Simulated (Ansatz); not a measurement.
# GaP (F-43m): the host for defect calculations, part 2 of 2

Aim: the runs on the perfect crystal GaP (F-43m) that a defect calculation needs first.

Ansatz 0.2.0; plane-wave PAW DFT, PBEsol; relaxation of the host's cell and atoms; PAW set soft_1 (the session's first sound run).

So far. Step 3 (Dielectric tensors of the host): The electronic dielectric tensor is isotropic, 10.63. The static dielectric tensor is isotropic, 12.62.

## (5) Defect free supercell at the zone centre

Level of this step: plane-wave PAW DFT, PBEsol; single point of the defect-free host, a test of the k-point sampling; PAW set soft_1 (Ansatz).

The supercell is run at the zone centre, to see how far that sampling misses the dense mesh.

System of this step: GaP (F-43m). The cell holds 72 atoms: 36 Ga and 36 P. Cell: a = 11.538 Å, b = 11.538 Å, c = 15.383 Å, α = 60.0°, β = 60.0°, γ = 60.0°.

File pristine.sampling_gamma/input.yaml:

```yaml
crystal:
  lattice:
    - [0.0, 8.1583297844, 8.1583297844]
    - [8.1583297844, 0.0, 8.1583297844]
    - [10.8777730459, 10.8777730459, 0.0]
  atoms:
    - { symbol: Ga, position: [0.0, 0.0, 0.0] }
    - { symbol: P, position: [0.25, 0.25, 0.1875] }
    - { symbol: Ga, position: [0.0, 0.0, 0.25] }
    - { symbol: P, position: [0.25, 0.25, 0.4375] }
    - { symbol: Ga, position: [0.0, 0.0, 0.5] }
    - { symbol: P, position: [0.25, 0.25, 0.6875] }
    - { symbol: Ga, position: [0.0, 0.0, 0.75] }
    - { symbol: P, position: [0.25, 0.25, 0.9375] }
    - { symbol: Ga, position: [0.0, 0.3333333333, 0.0] }
    - { symbol: P, position: [0.25, 0.5833333333, 0.1875] }
    - { symbol: Ga, position: [0.0, 0.3333333333, 0.25] }
    - { symbol: P, position: [0.25, 0.5833333333, 0.4375] }
    - { symbol: Ga, position: [0.0, 0.3333333333, 0.5] }
    - { symbol: P, position: [0.25, 0.5833333333, 0.6875] }
    - { symbol: Ga, position: [0.0, 0.3333333333, 0.75] }
    - { symbol: P, position: [0.25, 0.5833333333, 0.9375] }
    - { symbol: Ga, position: [0.0, 0.6666666667, 0.0] }
    - { symbol: P, position: [0.25, 0.9166666667, 0.1875] }
    - { symbol: Ga, position: [0.0, 0.6666666667, 0.25] }
    - { symbol: P, position: [0.25, 0.9166666667, 0.4375] }
    - { symbol: Ga, position: [0.0, 0.6666666667, 0.5] }
    - { symbol: P, position: [0.25, 0.9166666667, 0.6875] }
    - { symbol: Ga, position: [0.0, 0.6666666667, 0.75] }
    - { symbol: P, position: [0.25, 0.9166666667, 0.9375] }
    - { symbol: Ga, position: [0.3333333333, 0.0, 0.0] }
    - { symbol: P, position: [0.5833333333, 0.25, 0.1875] }
    - { symbol: Ga, position: [0.3333333333, 0.0, 0.25] }
    - { symbol: P, position: [0.5833333333, 0.25, 0.4375] }
    - { symbol: Ga, position: [0.3333333333, 0.0, 0.5] }
    - { symbol: P, position: [0.5833333333, 0.25, 0.6875] }
    - { symbol: Ga, position: [0.3333333333, 0.0, 0.75] }
    - { symbol: P, position: [0.5833333333, 0.25, 0.9375] }
    - { symbol: Ga, position: [0.3333333333, 0.3333333333, 0.0] }
    - { symbol: P, position: [0.5833333333, 0.5833333333, 0.1875] }
    - { symbol: Ga, position: [0.3333333333, 0.3333333333, 0.25] }
    - { symbol: P, position: [0.5833333333, 0.5833333333, 0.4375] }
    - { symbol: Ga, position: [0.3333333333, 0.3333333333, 0.5] }
    - { symbol: P, position: [0.5833333333, 0.5833333333, 0.6875] }
    - { symbol: Ga, position: [0.3333333333, 0.3333333333, 0.75] }
    - { symbol: P, position: [0.5833333333, 0.5833333333, 0.9375] }
    - { symbol: Ga, position: [0.3333333333, 0.6666666667, 0.0] }
    - { symbol: P, position: [0.5833333333, 0.9166666667, 0.1875] }
    - { symbol: Ga, position: [0.3333333333, 0.6666666667, 0.25] }
    - { symbol: P, position: [0.5833333333, 0.9166666667, 0.4375] }
    - { symbol: Ga, position: [0.3333333333, 0.6666666667, 0.5] }
    - { symbol: P, position: [0.5833333333, 0.9166666667, 0.6875] }
    - { symbol: Ga, position: [0.3333333333, 0.6666666667, 0.75] }
    - { symbol: P, position: [0.5833333333, 0.9166666667, 0.9375] }
    - { symbol: Ga, position: [0.6666666667, 0.0, 0.0] }
    - { symbol: P, position: [0.9166666667, 0.25, 0.1875] }
    - { symbol: Ga, position: [0.6666666667, 0.0, 0.25] }
    - { symbol: P, position: [0.9166666667, 0.25, 0.4375] }
    - { symbol: Ga, position: [0.6666666667, 0.0, 0.5] }
    - { symbol: P, position: [0.9166666667, 0.25, 0.6875] }
    - { symbol: Ga, position: [0.6666666667, 0.0, 0.75] }
    - { symbol: P, position: [0.9166666667, 0.25, 0.9375] }
    - { symbol: Ga, position: [0.6666666667, 0.3333333333, 0.0] }
    - { symbol: P, position: [0.9166666667, 0.5833333333, 0.1875] }
    - { symbol: Ga, position: [0.6666666667, 0.3333333333, 0.25] }
    - { symbol: P, position: [0.9166666667, 0.5833333333, 0.4375] }
    - { symbol: Ga, position: [0.6666666667, 0.3333333333, 0.5] }
    - { symbol: P, position: [0.9166666667, 0.5833333333, 0.6875] }
    - { symbol: Ga, position: [0.6666666667, 0.3333333333, 0.75] }
    - { symbol: P, position: [0.9166666667, 0.5833333333, 0.9375] }
    - { symbol: Ga, position: [0.6666666667, 0.6666666667, 0.0] }
    - { symbol: P, position: [0.9166666667, 0.9166666667, 0.1875] }
    - { symbol: Ga, position: [0.6666666667, 0.6666666667, 0.25] }
    - { symbol: P, position: [0.9166666667, 0.9166666667, 0.4375] }
    - { symbol: Ga, position: [0.6666666667, 0.6666666667, 0.5] }
    - { symbol: P, position: [0.9166666667, 0.9166666667, 0.6875] }
    - { symbol: Ga, position: [0.6666666667, 0.6666666667, 0.75] }
    - { symbol: P, position: [0.9166666667, 0.9166666667, 0.9375] }
basis:
  ecutwfc: 420
  xc_grid: 2
hamiltonian:
  xc: pbesol
  pseudopotentials: { kind: paw, azcp: { folder: soft_1 }, xc_functional: pbe }
kpoints:
  mp_grid: { grid: [1, 1, 1] }
scf:
  occupations: { method: fermi_dirac, width: 0.01 }
  max_iter: 100
  lower_state_search: "off"
checkpoint:
  write: "../pristine.sampling_gamma.run"
  compress: false
  write_wavefunctions: false
  write_every: 100000
```

On the command line:

```bash
$ ansatz run input.yaml --threads 32 --pin off --max-ram 84787MiB --backend cuda --events-out ev --progress --plain --runs-dir out --max-vram 78GiB
```

Numbers of over 12 decimals in the logs are rounded to 6 here.

The log of the run:

```text
[...]
GPU FFT provider: cuFFT
GPU libraries: cuBLAS 13.8.1, cuFFT 12.4.0, cuSOLVER 12.3.2
[...]
Crystal: 72 atoms, lattice volume = 1448.013 Å³
Basis set: ecut = 420 eV, 28227 PW (Γ), exchange–correlation on 160×160×216 points (8 copies of the dense FFT grid, shifted against one another)
Bands: 396, of which v1, the nominal top of the filled ones, is band 324 counted from 1 (323 counted from 0)
Symmetry: 72 space group operations
[...]
k-points: 1
[...]
GPU buffer pool allocated for 691200 grid points (all kernels)
[...]
SCF iter   1: F=—  HF=-161422.707752 eV  |Δ(HF+E_count)|=         —  Δρ=4.79e-2  dr2=2.70e1  Hψ=1597
[...]
SCF iter   5: F=—  HF=-161415.661140 eV  |Δ(HF+E_count)|=   1.80e-2  Δρ=9.13e-4  dr2=1.30e-2  Hψ=664
automatic band count: iteration 5 solves 375 bands in place of 396: the levels show a gap, and the empty bands left out lie too high to hold charge; the band table lists the bands solved (type scf.n_extra_bands for more)
SCF iter   6: F=—  HF=-161415.676147 eV  |Δ(HF+E_count)|=   1.50e-2  Δρ=9.79e-5  dr2=1.26e-4  Hψ=664
[...]
SCF iter   9: F=-161415.672864 eV  HF=-161415.672864 eV  |Δ(HF+E_count)|=   2.87e-7  Δρ=8.76e-7  dr2=1.08e-8  Hψ=1027
SCF 1 converged in 9 iterations: F = -161415.672864 eV  dr2 = 1.08e-8
[...]
SCF converged after 9 iterations
Free energy (F): -161415.672864 eV
[...]
Internal energy: -161415.672864 eV  (E = F + TS)
E sigma→0 (E₀):  -161415.672864 eV
Fermi energy:    7.914521 eV
[...]
```

The job ended after 1.2 s (1 × NVIDIA GB200 with 32 threads of Arm Neoverse V2, shared host; peak memory 1.1 GiB; 3.1 s of CPU time).

## (6) Defect free supercell at the quarter point

The supercell is run at one point off the zone centre, to see how far that sampling misses the dense mesh.

pristine.sampling_quarter/input.yaml, as its differences from pristine.sampling_gamma/input.yaml of step 5:

```diff
@@ -85,3 +85,3 @@
 kpoints:
-  mp_grid: { grid: [1, 1, 1] }
+  mp_grid: { grid: [1, 1, 1], shift: [0.25, 0.25, 0.25] }
 scf:
@@ -91,3 +91,3 @@
 checkpoint:
-  write: "../pristine.sampling_gamma.run"
+  write: "../pristine.sampling_quarter.run"
   compress: false
```

The log of the run:

```text
[...]
GPU FFT provider: cuFFT
GPU libraries: cuBLAS 13.8.1, cuFFT 12.4.0, cuSOLVER 12.3.2
[...]
Crystal: 72 atoms, lattice volume = 1448.013 Å³
Basis set: ecut = 420 eV, 28227 PW (Γ), exchange–correlation on 160×160×216 points (8 copies of the dense FFT grid, shifted against one another)
Bands: 396, of which v1, the nominal top of the filled ones, is band 324 counted from 1 (323 counted from 0)
Symmetry: 72 space group operations
[...]
k-points: 1
[...]
GPU buffer pool allocated for 691200 grid points (all kernels)
[...]
SCF iter   1: F=—  HF=-161429.298091 eV  |Δ(HF+E_count)|=         —  Δρ=4.56e-2  dr2=2.36e1  Hψ=1649
[...]
SCF iter   9: F=-161423.323337 eV  HF=-161423.323337 eV  |Δ(HF+E_count)|=   2.75e-7  Δρ=6.99e-7  dr2=8.63e-9  Hψ=1027
SCF 1 converged in 9 iterations: F = -161423.323337 eV  dr2 = 8.63e-9
[...]
SCF converged after 9 iterations
Free energy (F): -161423.323337 eV
[...]
Internal energy: -161423.323337 eV  (E = F + TS)
E sigma→0 (E₀):  -161423.323337 eV
Fermi energy:    7.851211 eV
[...]
```

Elapsed: 1.3 s, on 1 × NVIDIA GB200 with 32 threads; peak memory 1.3 GiB.

## (7) What came out

```
primitive cell vectors, lengths                                      : 3.846, 3.846, 3.846 Å
electronic dielectric constant                                       : 10.63
static dielectric constant                                           : 12.62
gap on the k-mesh of the response run (PBEsol)                       : 1.50 eV
energy an atom at the zone centre alone less that on the dense mesh  : 0.146 eV
energy an atom at one point at (¼, ¼, ¼) less that on the dense mesh : 0.040 eV
```

**Reading.** Step 2: The cell shrank by 0.7 % in volume. The k-mesh can miss the band edges, so this gap is an upper bound at this level. All at zero temperature.

[Logs are printed without paths, hosts, clocks, repeated set-up lines and the standing remarks that a program may print on its own settings, such as how far it seeks lower states.]

[Hosts, paths, dates, database ids (printed as entryN), source tags and the programs' standing remarks are cut or masked in the printed files.]

[Runs of the host that timed out are not shown.]

[For some hosts the program warned that the k-mesh of the response run may be too coarse for force constants and the static dielectric constant; such warnings are not always shown.]

[The program warned that the k-mesh of a response run behind this text may be too coarse: force constants, and the static dielectric constant and all else formed from them, are not shown converged.]
